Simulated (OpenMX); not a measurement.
# Si2Mo under changes of volume

One of the cells (13.416 Å³/atom); the others are scaled copies at fixed shape and fractional positions:

```
Mo Si
1.0
    -1.60000    1.60000    3.93050
     1.60000   -1.60000    3.93050
     1.60000    1.60000   -3.93050
Mo Si
1 2
Direct
  0.00000 0.00000 0.00000
  0.66700 0.66700 0.00000
  0.33300 0.33300 0.00000
```

| Property | Result |
| --- | --- |
| Program | OpenMX 3.8.5 |
| Functional | PBE |
| Potentials or basis | OpenMX 2013 PBE set, Mo7.0-s3p2d1, Si7.0-s2p1d1, fixed grid of 36 × 36 × 27 points |
| k mesh | 13 × 13 × 13 |
| Occupations | fermi-dirac, width 0.05 eV |
| Spin | no spin polarisation |

```tsv
volume (Å³/atom)	energy over the lowest point (meV/atom)	largest force (eV/Å)
12.611	74.41	0.120
12.879	42.49	0.159
13.148	20.09	0.199
13.416	6.17	0.235
13.684	0.00	0.270
13.953	0.73	0.305
14.221	?	?
```

Q: What does the run at 14.221 Å³/atom give?

A: Energy over the lowest point 7.61 meV/atom; largest force 0.336 eV/Å.

Worked out: A Birch-Murnaghan fit of order 3 (a polynomial in V^(-2/3)) to the other rows has its minimum at 13.79 Å³/atom with B0 = V·E''(V) = 204 GPa and B' = 4.4 at fixed shape and positions, which overstates the stiffness. It gives 7.68 meV/atom at 14.221 Å³/atom, against the run's 7.61.

Energies are extrapolated to zero smearing.

Caveats: the basis of atomic orbitals isn't converged, which shifts pressures, moduli and gaps.
